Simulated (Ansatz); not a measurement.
The system is TiO2.

```
Ti O
1.0
     4.54535    0.00000    0.00000
     0.00000    5.51962    0.00000
     0.00000    0.00000    4.90920
Ti O
4 8
Cartesian
  0.0000 0.9548 3.6819
  2.2727 1.8050 1.2273
  0.0000 4.5648 1.2273
  2.2727 3.7147 3.6819
  1.2338 2.1070 4.5098
  3.5065 0.6528 0.3994
  1.0388 0.6528 2.0552
  3.3115 2.1070 2.8540
  1.2338 3.4126 2.0552
  3.5065 4.8668 2.8540
  1.0388 4.8668 4.5098
  3.3115 3.4126 0.3994
```

Measurements of this composition are mostly on another form, of space group No. 141.

Base run:

| Property | Result |
| --- | --- |
| Program | Ansatz 0.2.0 |
| Functional | PBE |
| Potentials or basis | Ansatz PAW |
| Cutoff | 420 eV (not typed: the program's choice for these potentials) |
| k mesh | 6 × 5 × 6 |
| Occupations | fermi-dirac, width 0.05 eV |
| Spin | no spin polarisation |
| Hubbard terms | Ti d U = 8 eV |

Its results: band gap on the k mesh 3.61 eV, indirect (least direct gap 3.72 eV); pressure 12.3 GPa; largest force 0.548 eV/Å.

Question: After a change of settings the same cell gave: band gap on the k mesh 3.31 eV, indirect (least direct gap 3.40 eV); pressure 9.9 GPa; largest force 0.350 eV/Å. Which change was it?
A. hubbard terms from Ti d U = 8 eV to Ti d U = 2 eV
B. functional from PBE to PBEsol; hubbard terms from Ti d U = 8 eV to none; hubbard projectors from ortho-atomic (the default) to none
C. hubbard terms from Ti d U = 8 eV to none; hubbard projectors from ortho-atomic (the default) to none
D. hubbard terms from Ti d U = 8 eV to Ti d U = 6 eV

Answer: D.

Caveats: odd divisions of the mesh miss points on the zone boundary, where band edges often lie, so the gap on the mesh can be too wide.
